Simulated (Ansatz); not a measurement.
**Cs2SnI6: ¹²⁷I nuclear quadrupole resonance**

Cell: a structure deposited in the COD (the entry's cell lengths or inner coordinates differ somewhat from later room-temperature determinations), atoms as given.

Space group Fm-3m (No. 225); a = 11.6300 Å.

| site | Wyckoff | site symmetry | x | y | z |
| --- | --- | --- | --- | --- | --- |
| Cs | 8c | -43m | 0.2500 | 0.2500 | 0.2500 |
| Sn | 4a | m-3m | 0.0000 | 0.0000 | 0.0000 |
| I | 24e | 4m.m | 0.2450 | 0.5000 | 0.5000 |

One atom of each set is listed; the run and its k-mesh use a cell of 9 atoms with edges of 8.22, 8.22, 8.22 Å.

The numbers come from a DFT calculation in Ansatz (PBE, plane waves and PAW, scalar-relativistic, 420 eV cutoff, Γ-centred 5×5×5 k-points, Fermi–Dirac smearing 0.02 eV).

¹²⁷I: I = 5/2, Q = -688.2 mb (year-2017 value). Static lattice, zero field.

Task: At which frequencies do the ¹²⁷I NQR lines lie?

Result: For I = 5/2 and η = 0 the lines are 3|C_Q|/20 and twice that; η pulls their ratio below 2.

```json
{"site": "I", "atoms": "6", "V_zz (10²¹ V/m²)": "56.6", "C_Q (MHz)": "-941", "η": "0.00", "line frequencies (MHz)": "141.2, 282.4"}
```

An axis of threefold or higher order runs through I, so V_zz lies along it and η is zero.

The largest force is 0.3 eV/Å, so the atoms aren't at the calculated equilibrium and relaxing them would move these values. Without spin–orbit coupling the gradients at and beside I can be off by some per cent, at some sites by more. With a gap of 0.2 eV on this mesh, the gradients can still move by some per cent as the k-mesh gets denser.
